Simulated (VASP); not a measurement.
# BaS (Fm-3m) in VASP: settings compared

Aim: see how the results for BaS move with the level of theory and the settings. Levels: PBE+D4, PBE+rVV10, PBE+TS. Tasks: relaxation of cell and atoms.

All numbers are computed with VASP 6.6.1; they aren't measurements. Logs are shortened: lines on timing, memory, paths and dates and some standing lists are left out, and cuts for length are marked.

### 1 The structure

Symmetry: Fm-3m, No. 225, cubic system. The conventional cell has a = 6.388 Å, b = 6.388 Å, c = 6.388 Å, α = 90.00°, β = 90.00°, γ = 90.00°. Ba (site symmetry m-3m) is surrounded by 6 S at 3.19 Å. Around S (site symmetry m-3m) lie 6 Ba at 3.19 Å.

### 2 Relaxation of cell and atoms, PBE+D4

INCAR reads:

```
PREC = Accurate ; ENCUT = 600
EDIFF = 1E-7 ; ISMEAR = -1
SIGMA = 0.05 ; LREAL = F
LASPH = T ; NELM = 60
ALGO = Normal ; ISIF = 3
LWAVE = F ; LCHARG = F
GGA = PE ; IVDW = 13
IBRION = 2 ; NSW = 40
EDIFFG = -0.005
```

KPOINTS reads:

```
regular mesh
0
Gamma
  7 7 7
```

POSCAR reads:

```
BaS
1.0
    0.0000000000      3.1937500000      3.1937500000
    3.1937500000      0.0000000000      3.1937500000
    3.1937500000      3.1937500000      0.0000000000
Ba S
1 1
Direct
    0.0000000000      0.0000000000      0.0000000000
    0.5000000000      0.5000000000      0.5000000000
```

Potentials or basis: VASP PAW PBE potentials, release 64 (Ba_sv, S).

Run with:

```bash
> cat potpaw_PBE.64/Ba_sv/POTCAR potpaw_PBE.64/S/POTCAR > POTCAR
> mpirun -np 1 vasp_std > vasp.out
```

OUTCAR:

```text
PREC = Accurate
   ENCUT = 600
   EDIFF = 1E-7
   ISMEAR = -1
   LREAL = F
   LASPH = T
   NELM = 60
   ISIF = 3
   GGA = PE
   IVDW = 13
   IBRION = 2
   NSW = 40
   EDIFFG = -0.005

 ion  position               nearest neighbor table
   1  0.000  0.000  0.000-   2 3.19   2 3.19   2 3.19   2 3.19   2 3.19   2 3.19
   2  0.500  0.500  0.500-   1 3.19   1 3.19   1 3.19   1 3.19   1 3.19   1 3.19

  LATTYP: Found a face centered cubic cell.
 ALAT       =     6.3875000000

  Lattice vectors:

 A1 = (   0.0000000000,   3.1937500000,   3.1937500000)
 A2 = (   3.1937500000,   0.0000000000,   3.1937500000)
 A3 = (   3.1937500000,   3.1937500000,   0.0000000000)

Analysis of symmetry for initial positions (statically):
=====================================================================
 Subroutine PRICEL returns:
 Original cell was already a primitive cell.

 Routine SETGRP: Setting up the symmetry group for a
 face centered cubic supercell.

 Subroutine GETGRP returns: Found 48 space group operations
 (whereof 48 operations were pure point group operations)
 out of a pool of 48 trial point group operations.

The static configuration has the point symmetry O_h .

Analysis of symmetry for dynamics (positions and initial velocities):
=====================================================================
 Subroutine PRICEL returns:
 Original cell was already a primitive cell.

 Routine SETGRP: Setting up the symmetry group for a
 face centered cubic supercell.

 Subroutine GETGRP returns: Found 48 space group operations
 (whereof 48 operations were pure point group operations)
 out of a pool of 48 trial point group operations.

The dynamic configuration has the point symmetry O_h .

 Subroutine INISYM returns: Found 48 space group operations
 (whereof 48 operations are pure point group operations),
 and found     1 'primitive' translations

----------------------------------------------------------------------------------------

                                     Primitive cell

  volume of cell :      65.1527

  direct lattice vectors                    reciprocal lattice vectors
     0.000000000  3.193750000  3.193750000    -0.156555773  0.156555773  0.156555773
     3.193750000  0.000000000  3.193750000     0.156555773 -0.156555773  0.156555773
     3.193750000  3.193750000  0.000000000     0.156555773  0.156555773 -0.156555773

  length of vectors
     4.516644565  4.516644565  4.516644565     0.271162553  0.271162553  0.271162553

  position of ions in fractional coordinates (direct lattice)
     0.000000000  0.000000000  0.000000000
     0.500000000  0.500000000  0.500000000

  ion indices of the primitive-cell ions
   primitive index   ion index
[... 53 lines left out ...]
   total plane-waves  NPLWV =  46656
   dimension x,y,z NGX =    36 NGY =   36 NGZ =   36
   dimension x,y,z NGXF=    72 NGYF=   72 NGZF=   72
   ions per type =               1   1
   NGX,Y,Z   is equivalent  to a cutoff of  13.25, 13.25, 13.25 a.u.
   NGXF,Y,Z  is equivalent  to a cutoff of  26.50, 26.50, 26.50 a.u.
 SYSTEM =  unknown system
   PREC   = accura    normal or accurate (medium, high low for compatibility)
   ISTART =      0    job   : 0-new  1-cont  2-samecut
   ICHARG =      2    charge: 1-file 2-atom 10-const
   ISPIN  =      1    spin polarized calculation?
   LNONCOLLINEAR =      F non collinear calculations
   LSORBIT =      F    spin-orbit coupling
   LASPH  =      T    aspherical Exc in radial PAW
   ENCUT  =  600.0 eV  44.10 Ry    6.64 a.u.   9.02  9.02  9.02*2*pi/ulx,y,z
   NELM   =     60;   NELMIN=  2; NELMDL= -5     # of ELM steps
   EDIFF  = 0.1E-06   stopping-criterion for ELM
   LREAL  =      F    real-space projection
   EDIFFG = -.5E-02   stopping-criterion for IOM
   NSW    =     40    number of steps for IOM
   IBRION =      2    ionic relax: 0-MD 1-quasi-New 2-CG
   NFREE  =      1    steps in history (QN), initial steepest desc. (CG)
   ISIF   =      3    stress and relaxation
   ISYM   =      2    0-nonsym 1-usesym 2-fastsym
   POTIM  = 0.5000    time-step for ionic-motion
   TEBEG  =    0.0;   TEEND  =   0.0 temperature during run
   PSTRESS=    0.0 pullay stress
   NELECT =      16.0000    total number of electrons
   NUPDOWN=      -1.0000    fix difference up-down
   EMIN   =  10.00;   EMAX   =-10.00  energy-range for DOS
   EFERMI =   0.00;   METHOD = LEGACY
   ISMEAR =    -1;   SIGMA  =   0.05  broadening in eV -4-tet -1-fermi 0-gaus
   EFERMI_NEDOS =   21; number of points for ismear=-14 and -15
   IALGO  =     38    algorithm
   IMIX   =      4    mixing-type and parameters
     AMIX     =   0.40;   BMIX     =  1.00
     AMIX_MAG =   1.60;   BMIX_MAG =  1.00
  volume/ion in A,a.u.               =      32.58       219.84
  Fermi-wavevector in a.u.,A,eV,Ry     =   1.025189  1.937326 14.299891  1.051012
  Thomas-Fermi vector in A             =   2.159016
   LORBIT       =      0    0 simple, 1 ext, 2 COOP (PROOUT), +10 PAW based schemes
   GGA     = PE    functional components
   LHFCALC =     F    Hartree Fock is set to
   AEXX    =    0.0000 exact exchange contribution
   IVDW    =    13    specifies the selected vdW correction
   LEPSILON=     F    determine dielectric tensor
   LRPA    =     F    only Hartree local field effects (RPA)
 conjugate gradient relaxation of ions
 non-spin polarized calculation
  energy-cutoff  :      600.00
  volume of cell :       65.15
 maximum number of plane-waves:      2186
   NGX = 17   NGY = 17   NGZ = 17

--------------------------------------- Ionic step        1  -------------------------------------------

 number of electron      16.0000001 magnetization

 Free energy of the ion-electron system (eV)
  ---------------------------------------------------
  ext. energy  EPLUGINS =         0.00000000
  ---------------------------------------------------
  free energy    TOTEN  =       -10.18518636 eV

  energy without entropy =      -10.18518636  energy(sigma->0) =      -10.18518636

------------------------ aborting loop because EDIFF is reached ----------------------------------------

  DFT-D4 for vdW energy calculation

  Edisp (eV):   -0.46808
[... 71 lines left out ...]
--------------------------------------- Ionic step        3  -------------------------------------------

 number of electron      16.0000002 magnetization

 Free energy of the ion-electron system (eV)
  ---------------------------------------------------
  ext. energy  EPLUGINS =         0.00000000
  ---------------------------------------------------
  free energy    TOTEN  =       -10.18784680 eV

  energy without entropy =      -10.18784680  energy(sigma->0) =      -10.18784680

 E-fermi :   2.4884     XC(G=0):  -8.6053

 val. band max:        1.4282191206   @ k =   0.0000   0.0000   0.0000
 cond. band min:       3.6029804240   @ k =   0.4286   0.4286   0.0000
 fundamental gap:      2.1747613034
 Fermi energy:         2.4884027029

 k-point     1 :       0.0000    0.0000    0.0000
  band No.  band energies     occupation
      1     -24.6614      2.00000
      2      -9.7187      2.00000
      3      -9.7187      2.00000
      4      -9.7187      2.00000
      5      -8.9244      2.00000
      6       1.4282      2.00000
      7       1.4282      2.00000
      8       1.4282      2.00000
      9       5.0047      0.00000
     10       5.2962      0.00000
     11       5.2962      0.00000
     12       5.2962      0.00000
[... 316 lines left out ...]
  FREE ENERGIE OF THE ION-ELECTRON SYSTEM (eV)
  ---------------------------------------------------
  free  energy   TOTEN  =       -10.6534876221 eV

  energy  without entropy=      -10.6534876221  energy(sigma->0) =      -10.65348762

 reached required accuracy - stopping structural energy minimisation
```

OSZICAR:

```text
N       E                     dE             d eps       ncg     rms          rms(c)
DAV:   1     0.938086560371E+02    0.93809E+02   -0.75202E+03   480   0.130E+03
DAV:   2    -0.501019649569E+01   -0.98819E+02   -0.91170E+02   656   0.201E+02
DAV:   3    -0.105305004350E+02   -0.55203E+01   -0.54764E+01   628   0.533E+01
[... 23 lines left out ...]
DAV:   3    -0.101878427003E+02    0.31866E-04   -0.98436E-05   712   0.714E-02    0.159E-02
DAV:   4    -0.101878442101E+02   -0.15099E-05   -0.33454E-06   748   0.142E-02    0.953E-03
DAV:   5    -0.101878460368E+02   -0.18267E-05   -0.14779E-06   752   0.867E-03    0.405E-03
DAV:   6    -0.101878467694E+02   -0.73252E-06   -0.66745E-08   396   0.250E-03    0.223E-04
DAV:   7    -0.101878467975E+02   -0.28083E-07   -0.21684E-08   276   0.101E-03
   3 F= -.10653488E+02 E0= -.10653488E+02  d E =-.218592E-03
```

CONTCAR:

```text
BaS
   1.00000000000000
     0.0000000000000000    3.1990076867251407    3.1990076867251407
     3.1990076867251407   -0.0000000000000000    3.1990076867251407
     3.1990076867251407    3.1990076867251407   -0.0000000000000000
  Ba              S
     1     1
Direct
     0.0000000000000000    0.0000000000000000    0.0000000000000000
     0.5000000000000000    0.5000000000000000    0.5000000000000000

  0.00000000E+00  0.00000000E+00  0.00000000E+00
  0.00000000E+00  0.00000000E+00  0.00000000E+00
```

Wall time 17 s (1 thread of Intel Xeon 6975P-C (Granite Rapids), shared host); peak memory 0.21 GiB.

Results:

```yaml
Free_energy: -10.6535 eV
Relaxed_volume: 32.74 Å³/atom
Relaxed_cell: a = 4.524 Å, b = 4.524 Å, c = 4.524 Å, α = 60.00°, β = 60.00°, γ = 60.00°
Space_group_after_relaxing_to_0.05_Å: Fm-3m (No. 225)
Energy_gained_by_relaxing: 0.1 meV/atom
Ionic_steps: 3
Pressure_after_relaxing: 0.0 GPa
Band_gap_on_the_k_mesh: 2.17 eV, indirect (least direct gap 2.32 eV)
Dispersion_energy_per_atom: -0.233 eV
```

Step by step:
```csv
step,energy change (eV),largest force (eV/Å),pressure (GPa),volume (Å³)
1,0.0000,0.0000,0.22,65.15
2,-0.0002,0.0000,-0.06,65.57
3,-0.0002,0.0000,0.00,65.48
```

Final structure:
```xyz
2
Lattice="0.0000 3.1990 3.1990 3.1990 0.0000 3.1990 3.1990 3.1990 0.0000" Properties=species:S:1:pos:R:3 pbc="T T T"
Ba    0.0000    0.0000    0.0000
S     3.1990    3.1990    3.1990
```

Levels at points of the mesh, in eV from the valence-band top:
```csv
k point,band 4,band 5,band 6,band 7,band 8,band 9,band 10,band 11,band 12
"(0.00, 0.00, 0.00)",-11.15,-10.35,0.00,0.00,0.00,3.58,3.87,3.87,3.87
```

Caveat: spin-orbit coupling is left out, which moves the levels of the heavy elements; an odd mesh through Γ misses points on the zone boundary, where band edges often lie. Zero-point motion and thermal expansion aren't in these numbers.

### 3 Relaxation of cell and atoms, PBE+rVV10

INCAR reads:

```
SYSTEM = BaS
ALGO = Normal
BPARAM = 10.0
CPARAM = 0.0093
EDIFF = 1E-6
EDIFFG = -0.01
ENCUT = 600
GGA = PE
IBRION = 2
ISIF = 3
ISMEAR = -1
IVDW_NL = 2
LASPH = .True.
LCHARG = .False.
LREAL = .False.
LUSE_VDW = .True.
LWAVE = .False.
NELM = 100
NSW = 40
PREC = Accurate
SIGMA = 0.05
```

KPOINTS reads:

```
k-points
0
Gamma
  7 7 7
  0 0 0
```

POSCAR is that of step 2.

Potentials or basis: VASP PAW PBE potentials, release 64 (Ba_sv, S).

Run with:

```bash
> cat potpaw_PBE.64/Ba_sv/POTCAR potpaw_PBE.64/S/POTCAR > POTCAR
> mpirun -np 1 vasp_std > vasp.out
```

Run time: 1.8 min. Hardware: 1 thread of Intel Xeon 6975P-C (Granite Rapids), shared host; peak memory 0.38 GiB.

Results (log left out):

| Property | Result |
| --- | --- |
| Free energy | -9.7242 eV |
| Relaxed volume | 33.05 Å³/atom |
| Relaxed cell | a = 4.539 Å, b = 4.539 Å, c = 4.539 Å, α = 60.00°, β = 60.00°, γ = 60.00° |
| Space group after relaxing (to 0.05 Å) | Fm-3m (No. 225) |
| Energy gained by relaxing | 1.0 meV/atom |
| Ionic steps | 3 |
| Pressure after relaxing | 0.0 GPa |
| Band gap on the k mesh | 2.12 eV, indirect (least direct gap 2.28 eV) |

Step by step:
| step | energy change (eV) | largest force (eV/Å) | pressure (GPa) | volume (Å³) |
| --- | --- | --- | --- | --- |
| 1 | 0.0000 | 0.0000 | 0.65 | 65.15 |
| 2 | -0.0017 | 0.0000 | -0.20 | 66.42 |
| 3 | -0.0019 | 0.0000 | 0.00 | 66.11 |

Final structure:
```
CELL_PARAMETERS angstrom
0.00000 3.20925 3.20925
3.20925 0.00000 3.20925
3.20925 3.20925 0.00000
ATOMIC_POSITIONS crystal
Ba 0.00000 0.00000 0.00000
S 0.50000 0.50000 0.50000
```

Levels at points of the mesh, in eV from the valence-band top:
| k point | band 5 | band 6 | band 7 | band 8 | band 9 | band 10 | band 11 | band 12 |
| --- | --- | --- | --- | --- | --- | --- | --- | --- |
| (0.00, 0.00, 0.00) | -10.34 | 0.00 | 0.00 | 0.00 | 3.42 | 3.83 | 3.83 | 3.83 |

Caveat: spin-orbit coupling is left out, which moves the levels of the heavy elements; an odd mesh through Γ misses points on the zone boundary, where band edges often lie. Zero-point motion and thermal expansion aren't in these numbers.

### 4 Relaxation of cell and atoms, PBE+TS

INCAR reads:

```
SYSTEM = BaS
PREC = Accurate
ENCUT = 600
EDIFF = 1E-6
ISMEAR = -1
SIGMA = 0.05
LREAL = .False.
LASPH = .True.
NELM = 80
ALGO = Normal
ISIF = 3
LWAVE = .False.
LCHARG = .False.
GGA = PE
IVDW = 2
IBRION = 2
NSW = 60
EDIFFG = -0.005
```

KPOINTS reads:

```
Automatic mesh
0
Gamma
  7 7 7
  0 0 0
```

POSCAR is that of step 3.

Run with:

```bash
> cat potpaw_PBE.64/Ba_sv/POTCAR potpaw_PBE.64/S/POTCAR > POTCAR
> mpirun -np 1 vasp_std > vasp.out
```

It took 29 s on 1 thread of Intel Xeon 6975P-C (Granite Rapids), shared host; peak memory 0.22 GiB.

Results (log left out):

| Property | Result |
| --- | --- |
| Free energy | -11.7356 eV |
| Relaxed volume | 33.79 Å³/atom |
| Relaxed cell | a = 4.572 Å, b = 4.572 Å, c = 4.572 Å, α = 60.00°, β = 60.00°, γ = 60.00° |
| Space group after relaxing (to 0.05 Å) | Fm-3m (No. 225) |
| Energy gained by relaxing | 8.4 meV/atom |
| Ionic steps | 4 |
| Pressure after relaxing | 0.0 GPa |
| Band gap on the k mesh | 2.22 eV, indirect (least direct gap 2.38 eV) |
| Hirshfeld charges | Ba +0.31; S -0.31 e |
| Dispersion energy per atom | -0.771 eV |

Step by step:
```csv
step,energy change (eV),largest force (eV/Å),pressure (GPa),volume (Å³)
1,0.0000,0.0000,1.97,65.15
2,-0.0127,0.0000,-1.10,69.01
3,-0.0169,0.0000,-0.16,67.78
4,-0.0168,0.0000,0.00,67.57
```

Final structure:
```cif
data_structure
_symmetry_space_group_name_H-M 'P 1'
_symmetry_Int_Tables_number 1
_cell_length_a 4.5718
_cell_length_b 4.5718
_cell_length_c 4.5718
_cell_angle_alpha 60.000
_cell_angle_beta 60.000
_cell_angle_gamma 60.000
_cell_volume 67.57
loop_
_atom_site_label
_atom_site_type_symbol
_atom_site_fract_x
_atom_site_fract_y
_atom_site_fract_z
_atom_site_occupancy
Ba1 Ba 0.00000 0.00000 0.00000 1
S1 S 0.50000 0.50000 0.50000 1
```

Levels at points of the mesh, in eV from the valence-band top:
| k point | band 4 | band 5 | band 6 | band 7 | band 8 | band 9 | band 10 | band 11 | band 12 |
| --- | --- | --- | --- | --- | --- | --- | --- | --- | --- |
| (0.00, 0.00, 0.00) | -11.25 | -10.30 | 0.00 | 0.00 | 0.00 | 3.43 | 3.86 | 3.86 | 3.86 |

Caveat: spin-orbit coupling is left out, which moves the levels of the heavy elements; an odd mesh through Γ misses points on the zone boundary, where band edges often lie. Zero-point motion and thermal expansion aren't in these numbers.

### 5 The reference run

An earlier run on the cell as given: functional PBEsol; potentials or basis VASP PAW PBE potentials, release 64 (Ba_sv, S); cutoff 520 eV; k mesh 7 × 7 × 7; occupations fermi-dirac, width 0.05 eV; no spin polarisation.

- Pressure: -0.5 GPa
- Band gap on the k mesh: 2.04 eV, indirect (least direct gap 2.19 eV)

### 6 Summary

```csv
task,level,cell,cutoff (eV),ladder,gap on the mesh (eV),pressure (GPa),relaxed volume (Å³/atom)
relaxation of cell and atoms,PBE+D4,relaxed,600,-,2.17,0.0,32.74
relaxation of cell and atoms,PBE+rVV10,relaxed,600,-,2.12,0.0,33.05
relaxation of cell and atoms,PBE+TS,relaxed,600,-,2.22,0.0,33.79
single point,PBEsol,as given,520,free,2.04,-0.5,-
```

Alike in all rows: potentials or basis VASP PAW PBE potentials, release 64 (Ba_sv, S); no spin polarisation; k mesh 7 × 7 × 7; smearing fermi-dirac 0.05 eV.

Caveats: spin-orbit coupling is left out, which moves the levels of the heavy elements; an odd mesh through Γ misses points on the zone boundary, where band edges often lie; the PAW data sets were made with another functional, which shifts forces and pressure a little (some runs).

Total energies depend on the potentials used, so only differences within one code and one set of settings carry meaning.
